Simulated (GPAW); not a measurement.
# MnS (P6_3mc) in GPAW: notebook

One crystal, MnS, is run at these levels: PBEsol, LDA; tasks: single point.

Everything below comes from runs of GPAW 26.7.0. Logs are shortened: lines on timing, memory, paths and dates and some standing lists are left out, and cuts for length are marked. The log counts tension as positive stress, the text compression.

### Step 1. The crystal as given

The structure is hexagonal, space group P6_3mc (No. 186). Conventional cell: a = 3.954 Å, b = 3.954 Å, c = 6.343 Å, α = 90.00°, β = 90.00°, γ = 120.00°. Mn (site symmetry 3m) is surrounded by 4 S at 2.36 to 2.42 Å. Around S (site symmetry 3m) lie 4 Mn at 2.36 to 2.42 Å.

The cell is a database's computed one.

### Step 2. Single point, PBEsol, collinear spin, ferromagnetic start

run.py reads:

```python
from ase import Atoms
from ase.dft.bandgap import bandgap
from ase.io import write
from ase.units import GPa
from gpaw import GPAW, PW, setup_paths

setup_paths.insert(0, '.')

atoms = Atoms(['Mn', 'Mn', 'S', 'S'],
              cell=[[3.9535769233, 0.0, 0.0],
                    [-1.9767884617, 3.4238980514, 0.0],
                    [0.0, 0.0, 6.34252886]],
              scaled_positions=[[0.6666666667, 0.3333333333, 0.49884467],
                                [0.3333333333, 0.6666666667, 0.99884467],
                                [0.3333333333, 0.6666666667, 0.6261543],
                                [0.6666666667, 0.3333333333, 0.1261543]],
              pbc=True)
atoms.set_initial_magnetic_moments([5.0, 5.0, 0.0, 0.0])

calc = GPAW(mode=PW(450),
            xc='PBEsol',
            kpts={'size': (6, 6, 4), 'gamma': True},
            occupations={'name': 'fermi-dirac', 'width': 0.05},
            nbands=38,
            maxiter=120,
            txt='gpaw.txt')
atoms.calc = calc
energy = atoms.get_potential_energy()
forces = atoms.get_forces()
stress = atoms.get_stress()
calc.write('gs.gpw')
write('result.traj', atoms)
print(f'Energy: {energy:.6f} eV')
print('Forces (eV/A):')
print(forces.round(4))
print('Stress (GPa):', (stress / GPa).round(3))
print('Moments:', calc.get_magnetic_moments().round(3))
print('Fermi level:', round(calc.get_fermi_level(), 4), 'eV')
print(f'Gap: {bandgap(calc)[0]:.4f} eV, direct: {bandgap(calc, direct=True)[0]:.4f} eV')
```

Potentials or basis: PAW data sets generated in the run's folder for this functional, pw.

Run with:

```bash
$ gpaw-setup -f PBEsol Mn S
$ OMP_NUM_THREADS=1 python run.py
```

gpaw.txt:

```text
__  _  _
 | _ |_)|_||  |
 |__||  | ||/\| - 26.7.0

Input parameters:
  mode=PW(ecut=450.00000000000006),
  kpts=MonkhorstPack(size=(6, 6, 4), gamma=True),
  maxiter=120,
  nbands=38,
  occupations=Occupations(name='fermi-dirac', width=0.05),
  xc=XC(name='PBEsol')

Diagonalizing LCAO Hamiltonian
Converting LCAO to pw mode

        Mn

        S
            Mn

            S

Atoms  # Å, Bohr magnetons
|   | symbol |         x |        y |        z |    initial magnetic moments |
|---|--------|-----------|----------|----------|-----------------------------|
| 0 |     Mn |  1.976788 | 1.141299 | 3.163937 | ( 0.0000,  0.0000,  5.0000) |
| 1 |     Mn | -0.000000 | 2.282599 | 6.335201 | ( 0.0000,  0.0000,  5.0000) |
| 2 |      S | -0.000000 | 2.282599 | 3.971402 | ( 0.0000,  0.0000,  0.0000) |
| 3 |      S |  1.976788 | 1.141299 | 0.800137 | ( 0.0000,  0.0000,  0.0000) |

Unit cell  # Å
| periodic |         x |        y |        z |  lengths |     angles |
|----------|-----------|----------|----------|----------|------------|
|      yes |  3.953577 | 0.000000 | 0.000000 | 3.953577 |  90.000000 |
|      yes | -1.976788 | 3.423898 | 0.000000 | 3.953577 |  90.000000 |
|      yes |  0.000000 | 0.000000 | 6.342529 | 6.342529 | 120.000000 |

Number of symmetries: 6
Symmetry operations  # r_c * U_cc + t_c -> r_c
|   | kind |            matrix            |
|---|------|------------------------------|
| 0 |  σ   |  1, 1, 0,  0,-1, 0,  0, 0, 1 |
| 1 |  E   |  1, 0, 0,  0, 1, 0,  0, 0, 1 |
| 2 |  C3  |  0, 1, 0, -1,-1, 0,  0, 0, 1 |
| 3 |  σ   |  0,-1, 0, -1, 0, 0,  0, 0, 1 |
| 4 |  σ   | -1, 0, 0,  1, 1, 0,  0, 0, 1 |
| 5 |  C3  | -1,-1, 0,  1, 0, 0,  0, 0, 1 |

BZ-sampling:
  Number of BZ points: 144
  Number of IBZ points: 24

  Monkhorst-Pack size: [6, 6, 4]
  Monkhorst-Pack shift: [0.08333333333333333, 0.08333333333333333, 0.125]

K-points  # in reciprocal-cell coordinates
|     |                                coordinates |     weight |
|-----|--------------------------------------------|------------|
|   0 | (  0.00000000,   0.00000000,   0.00000000) | 0.00694444 |
|   1 | (  0.00000000,   0.00000000,   0.25000000) | 0.01388889 |
|   2 | (  0.00000000,   0.00000000,   0.50000000) | 0.00694444 |
|   3 | (  0.16666667,   0.00000000,  -0.25000000) | 0.04166667 |
|   4 | (  0.16666667,   0.00000000,   0.00000000) | 0.04166667 |
|   5 | (  0.16666667,   0.00000000,   0.25000000) | 0.04166667 |
|   6 | (  0.16666667,   0.00000000,   0.50000000) | 0.04166667 |
|   7 | (  0.33333333,  -0.16666667,   0.00000000) | 0.04166667 |
|   8 | (  0.33333333,  -0.16666667,   0.25000000) | 0.08333333 |
|   9 | (  0.33333333,  -0.16666667,   0.50000000) | 0.04166667 |
| ... |                                            |            |
|  23 | (  0.50000000,   0.50000000,   0.50000000) | 0.02083333 |

Plane wave coefficients: 1890
Cutoff: 450.00000000000006 eV

Spin-components: 2 (collinear spins)
Bands:           38
Projectors:      22
Spin-degeneracy: 1
Datatype:        complex128

Parallelization:
  kpt:    1
  domain: 1
  band:   1

Density:
  Valence electrons: 42.0
  Components: 2
  Grid points: [20 20 32]
  Charge: 0.0  # |e|

Potential:
  Grid points: [20 20 32]

species:
  Mn:
    name:    Manganese
    Z:       25.0
    valence: 15
    core:    10
    charge:  0.0  # [|e|]
    compensation charges:
      type: gauss
      rc: 0.38  # [Å]
      lmax: 2
    cutoffs:
      filter: 2.14  # [Å]
      core: 0.86  # [Å]
    projectors
    | kind |    occ | energy [eV] | rcut [Å] |
    |------|--------|-------------|----------|
    |   3s |  2.000 |     -85.624 |    1.275 |
    |   4s |  2.000 |      -5.124 |    1.275 |
    |   3p |  6.000 |     -54.486 |    1.281 |
    |   4p |  0.000 |      -1.348 |    1.281 |
    |   3d |  5.000 |      -6.794 |    1.138 |
    |    d |        |      20.417 |    1.138 |

    Using partial waves for Mn as LCAO basis

  S:
    name:    Sulfur
    Z:       16.0
    valence: 6
    core:    10
    charge:  0.0  # [|e|]
    compensation charges:
      type: gauss
      rc: 0.24  # [Å]
      lmax: 2
    cutoffs:
      filter: 1.77  # [Å]
      core: 1.66  # [Å]
    projectors
    | kind |    occ | energy [eV] | rcut [Å] |
    |------|--------|-------------|----------|
    |   3s |  2.000 |     -17.192 |    0.974 |
    |   3p |  4.000 |      -6.978 |    0.979 |
    |    s |        |      10.020 |    0.974 |
    |    p |        |      20.234 |    0.979 |
    |    d |        |       0.000 |    0.900 |

    Using partial waves for S as LCAO basis

Reference energy: -84647.024017  # eV

eigensolver:
  PPCG
  Converge bands: occupied
  niter=2

density mixing:
  MSR1-Mixer
  Pratt-step length: 0.05
  Maximum mixing coefficient: 0.75
  Old densities: 10
  SVD Regularization: 0.005
  Good broyden scale: 1.0
  Trust region scale: 1.0
  Backstep threshold: 4.0
  History deletion threshold: 6.0
  Fourier metric: weight=20.0, sigma=0.015

occupation numbers:
  Fermi-Dirac:
    width: 0.0500  # eV

poisson solver:
  ecut: 3600.0000000000005  # eV

xc functional:
  name: PBEsol with 2 nearest neighbor stencil

convergence criteria:
- Maximum [total energy] change in last 3 cyles: 0.0005 eV / valence electron
- Maximum integral of absolute [dens]ity change: 0.0001 electrons / valence electron
- Maximum integral of absolute [eigenst]ate change: 4e-08 eV^2 / valence electron
maximum number of iterations: 120

SCF iterations
|iter     | |      energy | eigst |  dens |  magmom |
|---------|-|-------------|-------|-------|---------|
|iter:   1| |  -30.942732 | +0.21 |       | +10.0091|
|iter:   2| |  -30.919219 | -1.55 | -1.11 | +10.0066|
|iter:   3| |  -30.680020 | -1.91 | -1.14 |  +9.8855|
|iter:   4| |  -30.721329 | -2.34 | -1.64 |  +9.7927|
|iter:   5| |  -30.697250 | -2.97 | -1.90 |  +9.7958|
|iter:   6| |  -30.701000 | -3.81 | -2.18 |  +9.7782|
|iter:   7| |  -30.699989c| -4.03 | -2.39 |  +9.7616|
|iter:   8| |  -30.700045c| -5.47 | -3.07 |  +9.7625|
|iter:   9| |  -30.700056c| -6.30 | -3.46 |  +9.7629|
|iter:  10| |  -30.700058c| -7.08 | -3.85 |  +9.7632|
|iter:  11| |  -30.700059c| -7.76c| -4.26c|  +9.7634|

Converged in 11 steps
Energy contributions relative to reference atoms: (reference = -84647.024017)

Energy contributions:
  Kinetic:          33.805872
  Coulomb:         -29.779951
  Zero:              0.304904
  External:          0.000000
  Xc:              -35.023274
  Entropy:          -0.015218
  Spinorbit:         0.000000
  ----------------------------
  Free energy:     -30.707668
  Extrapolated:    -30.700059

dipole moment: (-0.000047, 0.000028, 10.596596)  # |e|*Ang

Total magnetic moment: (0.000000, 0.000000, 9.763386)

Local magnetic moments
|        x |        y |        z |
|----------|----------|----------|
| 0.000000 | 0.000000 | 4.182779 |  # Mn   0
| 0.000000 | 0.000000 | 4.182798 |  # Mn   1
| 0.000000 | 0.000000 | 0.088904 |  # S    2
| 0.000000 | 0.000000 | 0.088903 |  # S    3

Fermi level: 4.980
Eigenvalues  # (at kpt = [0.000, 0.000, 0.000])
| band index |      eig [eV] | occ [0-1] |      eig [eV] | occ [0-1] |
|------------|---------------|-----------|---------------|-----------|
|          0 |       -76.636 |     1.000 |       -72.060 |     1.000 |
|        ... |               |           |               |           |
|         12 |         0.042 |     1.000 |         1.596 |     1.000 |
|         13 |         0.042 |     1.000 |         1.597 |     1.000 |
|         14 |         0.212 |     1.000 |         1.610 |     1.000 |
|         15 |         0.212 |     1.000 |         1.610 |     1.000 |
|         16 |         1.659 |     1.000 |         5.448 |     0.000 |
|         17 |         1.659 |     1.000 |         5.448 |     0.000 |
|         18 |         1.951 |     1.000 |         5.766 |     0.000 |
|         19 |         1.951 |     1.000 |         5.962 |     0.000 |
|         20 |         2.129 |     1.000 |         5.963 |     0.000 |
|         21 |         4.185 |     1.000 |         6.913 |     0.000 |
|         22 |         4.185 |     1.000 |         7.110 |     0.000 |
|         23 |         5.248 |     0.005 |         7.110 |     0.000 |
|         24 |         5.326 |     0.001 |         7.942 |     0.000 |
|         25 |         5.326 |     0.001 |         8.183 |     0.000 |
|         26 |         5.906 |     0.000 |         8.183 |     0.000 |
|        ... |               |           |               |           |
|         37 |        15.559 |     0.000 |        16.459 |     0.000 |

No gap
No difference between direct/indirect transitions

Forces  # eV/Ang
|       x |        y |        z |
|---------|----------|----------|
| 0.00000 |  0.00000 |  0.27793 |  # Mn   0
| 0.00000 | -0.00000 |  0.27844 |  # Mn   1
| 0.00000 |  0.00000 | -0.27833 |  # S    2
| 0.00000 |  0.00000 | -0.27795 |  # S    3

Stress tensor  # eV/Ang^3
|         x |         y |         z |
|-----------|-----------|-----------|
|  0.008650 |  0.000000 | -0.000000 |
|  0.000000 |  0.008650 | -0.000000 |
| -0.000000 | -0.000000 | -0.007449 |

# Writing to gs.gpw (mode='')
```

Wall time 71 s (1 thread of Arm Neoverse V1, shared host); peak memory 0.22 GiB.

Results:

* Free energy: -30.7077 eV
* Pressure: -0.5 GPa
* Largest force: 0.278 eV/Å
* Band gap on the k mesh: none (metal or under the smearing width)
* Net moment: 9.76 μB per cell
* Site moments: Mn +4.18; S +0.09 μB

Forces on the atoms (eV/Å):
```
Mn   0.000  0.000  0.278
Mn   0.000  0.000  0.278
S    0.000  0.000 -0.278
S    0.000  0.000 -0.278
```

Caveat: the cutoff is short for stress and forces, so pressures can be off by a GPa or more; semilocal functionals often make such compounds metallic where correlation or magnetic order opens a gap, which also shifts bond lengths; only a ferromagnetic start was run, and an antiferromagnetic order may lie lower in energy.

### Step 3. Single point, LDA, collinear spin, ferromagnetic start

run.py: that of step 2 with these lines changed.

```diff
@@ -4,5 +4,3 @@
 from ase.units import GPa
-from gpaw import GPAW, PW, setup_paths
-
-setup_paths.insert(0, '.')
+from gpaw import GPAW, PW
 
@@ -20,3 +18,3 @@
 calc = GPAW(mode=PW(450),
-            xc='PBEsol',
+            xc='LDA',
             kpts={'size': (6, 6, 4), 'gamma': True},
```

Potentials or basis: the program's PAW data sets (release 1.2.1) made for this functional, pw.

Run with:

```bash
$ OMP_NUM_THREADS=1 python run.py
```

It took 64 s on 1 thread of Arm Neoverse V1, shared host; peak memory 0.21 GiB.

It converged, with:

| Quantity | Value |
| --- | --- |
| Free energy | -31.3278 eV |
| Pressure | -4.4 GPa |
| Largest force | 0.251 eV/Å |
| Band gap on the k mesh | none (metal or under the smearing width) |
| Net moment | 9.54 μB per cell |
| Site moments | Mn +4.08; S +0.09 μB |

Forces on the atoms (eV/Å):
```
Mn   0.000  0.000  0.250
Mn   0.000  0.000  0.250
S    0.000  0.000 -0.249
S    0.000  0.000 -0.251
```

Stress tensor (GPa, compression positive):
```
-5.16  0.00  0.00
 0.00 -5.16  0.00
 0.00  0.00 -2.73
```

Levels at points of the mesh, in eV from the Fermi level:
Spin up:
| k point | band 23 | band 24 | band 25 | band 26 | band 27 | band 28 | band 29 | band 30 |
| --- | --- | --- | --- | --- | --- | --- | --- | --- |
| (0.00, 0.00, 0.00) | -0.58 | 0.46 | 0.55 | 0.55 | 1.10 | 2.77 | 5.75 | 5.75 |
| (0.00, 0.00, 0.50) | -0.06 | -0.06 | -0.06 | -0.06 | 2.68 | 2.68 | 5.79 | 5.79 |
| (0.50, 0.50, 0.00) | -2.08 | -2.01 | -0.90 | -0.48 | 3.56 | 3.69 | 4.48 | 6.28 |
| (0.50, 0.50, 0.50) | -1.23 | -1.23 | -1.10 | -1.10 | 3.13 | 3.13 | 5.20 | 5.20 |
Spin down:
| k point | band 13 | band 14 | band 15 | band 16 | band 17 | band 18 | band 19 | band 20 |
| --- | --- | --- | --- | --- | --- | --- | --- | --- |
| (0.00, 0.00, 0.00) | -3.27 | -3.27 | -3.24 | -3.24 | 0.38 | 0.38 | 0.72 | 0.88 |
| (0.00, 0.00, 0.50) | -3.27 | -3.27 | -3.27 | -3.27 | 0.70 | 0.70 | 0.70 | 0.70 |
| (0.50, 0.50, 0.00) | -4.04 | -3.42 | -3.33 | -3.21 | -0.05 | 0.13 | 0.61 | 0.79 |
| (0.50, 0.50, 0.50) | -3.37 | -3.37 | -3.28 | -3.28 | 0.44 | 0.44 | 0.78 | 0.78 |

Caveat: the cutoff is short for stress and forces, so pressures can be off by a GPa or more; semilocal functionals often make such compounds metallic where correlation or magnetic order opens a gap, which also shifts bond lengths; only a ferromagnetic start was run, and an antiferromagnetic order may lie lower in energy.
